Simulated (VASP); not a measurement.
# Cs2AgBiBr6 (Fm-3m) in VASP: a series of runs, part 2 of 2

VASP 6.6.1.

### 3 Band structure, LDA

The input, INCAR:

```
SYSTEM = Cs2AgBiBr6
PREC = Accurate ; ENCUT = 520
EDIFF = 1E-6 ; ISMEAR = 0
SIGMA = 0.03 ; LREAL = .FALSE.
LASPH = .TRUE. ; NELM = 80
ALGO = Fast ; ISIF = 2
LWAVE = .FALSE. ; LCHARG = .FALSE.
LMAXMIX = 4 ; GGA = CA
NBANDS = 54 ; KPAR = 4
```

The input, KPOINTS:

```
regular mesh
0
G
  4 4 4
  0 0 0
```

The input, POSCAR:

```
Cs2AgBiBr6                              
1.0
    0.0000000000      5.5936098718      5.5936098718
    5.5936098718      0.0000000000      5.5936098718
    5.5936098718      5.5936098718      0.0000000000
  Cs              Ag              Bi              Br            
     2     1     1     6
Direct
     0.2500000000000000    0.2500000000000000    0.2500000000000000
     0.7500000000000000    0.7500000000000000    0.7500000000000000
     0.5000000000000000    0.5000000000000000    0.5000000000000000
     0.0000000000000000    0.0000000000000000    0.0000000000000000
     0.2539881990043966    0.7460118009956034    0.2539881990043966
     0.2539881990043966    0.7460118009956034    0.7460118009956034
     0.7460118009956034    0.2539881990043966    0.7460118009956034
     0.7460118009956034    0.2539881990043966    0.2539881990043966
     0.2539881990043966    0.2539881990043966    0.7460118009956034
     0.7460118009956034    0.7460118009956034    0.2539881990043966
```

KPOINTS_OPT is that of step 2.

Potentials or basis: VASP PAW LDA potentials, release 64 (Cs_sv, Ag, Bi_d, Br).

Run with:

```sh
> cat potpaw_LDA.64/Cs_sv/POTCAR potpaw_LDA.64/Ag/POTCAR potpaw_LDA.64/Bi_d/POTCAR potpaw_LDA.64/Br/POTCAR > POTCAR
> mpirun -np 4 vasp_std > vasp.out
```

OUTCAR:

```text
SYSTEM = Cs2AgBiBr6
   PREC = Accurate
   ENCUT = 520
   EDIFF = 1E-6
   ISMEAR = 0
   LREAL = .FALSE.
   LASPH = .TRUE.
   NELM = 80
   ISIF = 2
   GGA = CA

 ion  position               nearest neighbor table
   1  0.250  0.250  0.250-
   2  0.750  0.750  0.750-
   3  0.500  0.500  0.500-   5 2.75   6 2.75   7 2.75   8 2.75   9 2.75  10 2.75
   4  0.000  0.000  0.000-   5 2.84   6 2.84   7 2.84   8 2.84   9 2.84  10 2.84
   5  0.254  0.746  0.254-   3 2.75   4 2.84
   6  0.254  0.746  0.746-   3 2.75   4 2.84
   7  0.746  0.254  0.746-   3 2.75   4 2.84
[... 659 lines left out ...]
  in kB      -13.9636003    -13.9636003    -13.9636003      0.0000000      0.0000000      0.0000000
  external PRESSURE =     -13.9636003 kB  Pullay stress =       0.0000000 kB

 VOLUME and BASIS-vectors are now :
 -----------------------------------------------------------------------------
  energy-cutoff  :      520.00
  volume of cell :      350.03
      direct lattice vectors                 reciprocal lattice vectors
     0.000000000  5.593609872  5.593609872    -0.089387714  0.089387714  0.089387714
     5.593609872  0.000000000  5.593609872     0.089387714 -0.089387714  0.089387714
     5.593609872  5.593609872  0.000000000     0.089387714  0.089387714 -0.089387714

 POSITION                                       TOTAL-FORCE (eV/Angst)
 -----------------------------------------------------------------------------------
      2.79680      2.79680      2.79680        -0.000000      0.000000     -0.000000
      8.39041      8.39041      8.39041        -0.000000     -0.000000     -0.000000
      5.59361      5.59361      5.59361        -0.000000      0.000000     -0.000000
      0.00000      0.00000      0.00000        -0.000000      0.000000     -0.000000
      5.59361      2.84142      5.59361        -0.000000      0.045654     -0.000000
      8.34580      5.59361      5.59361        -0.045654      0.000000     -0.000000
      5.59361      8.34580      5.59361        -0.000000     -0.045654     -0.000000
      2.84142      5.59361      5.59361         0.045654      0.000000     -0.000000
      5.59361      5.59361      2.84142        -0.000000      0.000000      0.045654
      5.59361      5.59361      8.34580        -0.000000      0.000000     -0.045654
 -----------------------------------------------------------------------------------
    total drift:                                0.000000      0.000000      0.000000

  FREE ENERGIE OF THE ION-ELECTRON SYSTEM (eV)
  ---------------------------------------------------
  free  energy   TOTEN  =       -34.2531793337 eV

  energy  without entropy=      -34.2531793337  energy(sigma->0) =      -34.25317933
```

stdout:

```text
POSCAR found type information on POSCAR CsAgBiBr
 POSCAR found :  4 types and      10 ions
 scaLAPACK will be used
 LDA part: xc-table for (Slater(with rela. corr.)+CA(PZ))
 , standard interpolation
 POSCAR, INCAR and KPOINTS ok, starting setup
 FFT: planning ... GRIDC
 FFT: planning ... GRID_SOFT
 FFT: planning ... GRID
 WAVECAR not read
 entering main loop
 Start KPOINTS_OPT (optional k-point list driver)
k-point batch [1-8\252]
k-point batch [9-16\252]
k-point batch [17-24\252]
k-point batch [25-32\252]
k-point batch [33-40\252]
k-point batch [41-48\252]
[... 24 lines left out ...]
k-point batch [241-248\252]
k-point batch [249-252\252]
```

Wall time 8.5 min (4 MPI ranks of Intel Xeon 6975P-C (Granite Rapids), shared host); peak memory 0.52 GiB.

What came out:

* Free energy: -34.2532 eV
* Pressure: -1.4 GPa
* Largest force: 0.046 eV/Å
* Band gap on the k mesh: 1.04 eV, indirect (least direct gap 2.29 eV)
* Band gap along the path: 1.04 eV, indirect (least direct gap 2.17 eV)

Forces in eV/Å, atoms in the order of the input:
```
Cs   0.000  0.000  0.000
Cs   0.000  0.000  0.000
Ag   0.000  0.000  0.000
Bi   0.000  0.000  0.000
Br   0.000  0.046  0.000
Br  -0.046  0.000  0.000
Br   0.000 -0.046  0.000
Br   0.046  0.000  0.000
Br   0.000  0.000  0.046
Br   0.000  0.000 -0.046
```

Levels at the corners of the path, in eV from the valence-band top:
```
point  band 40  band 41  band 42  band 43  band 44  band 45  band 46  band 47
    Γ    -1.22    -1.22    -0.63    -0.63     2.01     2.01     2.01     3.28
    X    -1.62    -1.24    -0.64     0.00     2.54     2.54     2.91     4.40
    X    -1.62    -1.24    -0.64     0.00     2.54     2.54     2.91     4.40
    W    -1.49    -1.49    -1.28    -0.10     2.48     2.75     2.75     5.27
    W    -1.49    -1.49    -1.28    -0.10     2.48     2.75     2.75     5.27
    K    -1.59    -1.41    -1.00    -0.23     2.13     2.82     3.08     5.07
    K    -1.59    -1.41    -1.00    -0.23     2.13     2.82     3.08     5.07
    Γ    -1.22    -1.22    -0.63    -0.63     2.01     2.01     2.01     3.28
    Γ    -1.22    -1.22    -0.63    -0.63     2.01     2.01     2.01     3.28
    L    -1.55    -1.53    -1.25    -1.25     1.04     3.49     3.49     4.66
    L    -1.55    -1.53    -1.25    -1.25     1.04     3.49     3.49     4.66
    U    -1.59    -1.41    -1.00    -0.23     2.13     2.82     3.08     5.07
    U    -1.59    -1.41    -1.00    -0.23     2.13     2.82     3.08     5.07
    W    -1.49    -1.49    -1.28    -0.10     2.48     2.75     2.75     5.27
    W    -1.49    -1.49    -1.28    -0.10     2.48     2.75     2.75     5.27
    L    -1.55    -1.53    -1.25    -1.25     1.04     3.49     3.49     4.66
    L    -1.55    -1.53    -1.25    -1.25     1.04     3.49     3.49     4.66
    K    -1.59    -1.41    -1.00    -0.23     2.13     2.82     3.08     5.07
    U    -1.59    -1.41    -1.00    -0.23     2.13     2.82     3.08     5.07
    X    -1.62    -1.24    -0.64     0.00     2.54     2.54     2.91     4.40
```

Caveat: spin-orbit coupling is left out, which as a rule narrows the gap of such compounds by several tenths of an eV.

### 4 Band structure, r2SCAN

The input, INCAR:

```
SYSTEM = Cs2AgBiBr6
PREC = Accurate ; ENCUT = 520
EDIFF = 1E-6 ; ISMEAR = 0
SIGMA = 0.03 ; LREAL = .FALSE.
LASPH = .TRUE. ; NELM = 80
ALGO = Normal ; ISIF = 2
LWAVE = .FALSE. ; LCHARG = .FALSE.
LMAXMIX = 4 ; METAGGA = R2SCAN
LMIXTAU = .TRUE. ; NBANDS = 54
KPAR = 4
```

KPOINTS is that of step 3.

POSCAR is that of step 3.

KPOINTS_OPT is that of step 3.

Potentials or basis: VASP PAW PBE potentials, release 64 (Cs_sv, Ag, Bi_d, Br).

Run with:

```sh
> cat potpaw_PBE.64/Cs_sv/POTCAR potpaw_PBE.64/Ag/POTCAR potpaw_PBE.64/Bi_d/POTCAR potpaw_PBE.64/Br/POTCAR > POTCAR
> mpirun -np 4 vasp_std > vasp.out
```

Wall time 22 min (4 MPI ranks of Intel Xeon 6975P-C (Granite Rapids), shared host); peak memory 0.77 GiB.

It converged, with:

```yaml
Free_energy: -222.4695 eV
Pressure: 1.1 GPa
Largest_force: 0.106 eV/Å
Band_gap_on_the_k_mesh: 1.55 eV, indirect (least direct gap 2.76 eV)
Band_gap_along_the_path: 1.55 eV, indirect (least direct gap 2.66 eV)
```

Forces in eV/Å, atoms in the order of the input:
```
Cs   0.000  0.000  0.000
Cs   0.000  0.000  0.000
Ag   0.000  0.000  0.000
Bi   0.000  0.000  0.000
Br   0.000 -0.106  0.000
Br   0.106  0.000  0.000
Br   0.000  0.106  0.000
Br  -0.106  0.000  0.000
Br   0.000  0.000 -0.106
Br   0.000  0.000  0.106
```

Levels at the corners of the path, in eV from the valence-band top:
| point | band 39 | band 40 | band 41 | band 42 | band 43 | band 44 | band 45 | band 46 | band 47 | band 48 |
| --- | --- | --- | --- | --- | --- | --- | --- | --- | --- | --- |
| Γ | -1.42 | -1.42 | -1.42 | -0.67 | -0.67 | 2.49 | 2.49 | 2.49 | 4.14 | 4.80 |
| X | -1.74 | -1.74 | -1.44 | -0.68 | 0.00 | 2.97 | 2.97 | 3.32 | 5.12 | 5.71 |
| X | -1.74 | -1.74 | -1.44 | -0.68 | 0.00 | 2.97 | 2.97 | 3.32 | 5.12 | 5.71 |
| W | -1.74 | -1.67 | -1.67 | -1.32 | -0.11 | 2.92 | 3.16 | 3.16 | 5.94 | 6.25 |
| W | -1.74 | -1.67 | -1.67 | -1.32 | -0.11 | 2.92 | 3.16 | 3.16 | 5.94 | 6.25 |
| K | -1.76 | -1.73 | -1.59 | -1.05 | -0.23 | 2.58 | 3.23 | 3.47 | 5.77 | 5.90 |
| K | -1.76 | -1.73 | -1.59 | -1.05 | -0.23 | 2.58 | 3.23 | 3.47 | 5.77 | 5.90 |
| Γ | -1.42 | -1.42 | -1.42 | -0.67 | -0.67 | 2.49 | 2.49 | 2.49 | 4.14 | 4.80 |
| Γ | -1.42 | -1.42 | -1.42 | -0.67 | -0.67 | 2.49 | 2.49 | 2.49 | 4.14 | 4.80 |
| L | -1.74 | -1.74 | -1.58 | -1.35 | -1.35 | 1.55 | 3.86 | 3.86 | 5.47 | 5.56 |
| L | -1.74 | -1.74 | -1.58 | -1.35 | -1.35 | 1.55 | 3.86 | 3.86 | 5.47 | 5.56 |
| U | -1.76 | -1.73 | -1.59 | -1.05 | -0.23 | 2.58 | 3.23 | 3.47 | 5.77 | 5.90 |
| U | -1.76 | -1.73 | -1.59 | -1.05 | -0.23 | 2.58 | 3.23 | 3.47 | 5.77 | 5.90 |
| W | -1.74 | -1.67 | -1.67 | -1.32 | -0.11 | 2.92 | 3.16 | 3.16 | 5.94 | 6.25 |
| W | -1.74 | -1.67 | -1.67 | -1.32 | -0.11 | 2.92 | 3.16 | 3.16 | 5.94 | 6.25 |
| L | -1.74 | -1.74 | -1.58 | -1.35 | -1.35 | 1.55 | 3.86 | 3.86 | 5.47 | 5.56 |
| L | -1.74 | -1.74 | -1.58 | -1.35 | -1.35 | 1.55 | 3.86 | 3.86 | 5.47 | 5.56 |
| K | -1.76 | -1.73 | -1.59 | -1.05 | -0.23 | 2.58 | 3.23 | 3.47 | 5.77 | 5.90 |
| U | -1.76 | -1.73 | -1.59 | -1.05 | -0.23 | 2.58 | 3.23 | 3.47 | 5.77 | 5.90 |
| X | -1.74 | -1.74 | -1.44 | -0.68 | 0.00 | 2.97 | 2.97 | 3.32 | 5.12 | 5.71 |

Caveat: the PAW data sets were made with another functional, which shifts forces and pressure a little; spin-orbit coupling is left out, which as a rule narrows the gap of such compounds by several tenths of an eV.

### 5 Overview

| level | potentials or basis | gap on the mesh (eV) | pressure (GPa) | largest force (eV/Å) |
| --- | --- | --- | --- | --- |
| PBE | VASP PAW PBE potentials, release 64 (Cs_sv, Ag, Bi_d, Br) | 1.19 | 1.9 | 0.05 |
| LDA | VASP PAW LDA potentials, release 64 (Cs_sv, Ag, Bi_d, Br) | 1.04 | -1.4 | 0.05 |
| r2SCAN | VASP PAW PBE potentials, release 64 (Cs_sv, Ag, Bi_d, Br) | 1.55 | 1.1 | 0.11 |

Alike in all rows: task band structure; no spin polarisation; cell as given; k mesh 4 × 4 × 4; cutoff (eV) 520; smearing gaussian 0.03 eV.

Caveats: spin-orbit coupling is left out, which as a rule narrows the gap of such compounds by several tenths of an eV; the PAW data sets were made with another functional, which shifts forces and pressure a little (some runs).

Total energies depend on the potentials used, so only differences within one code and one set of settings carry meaning.
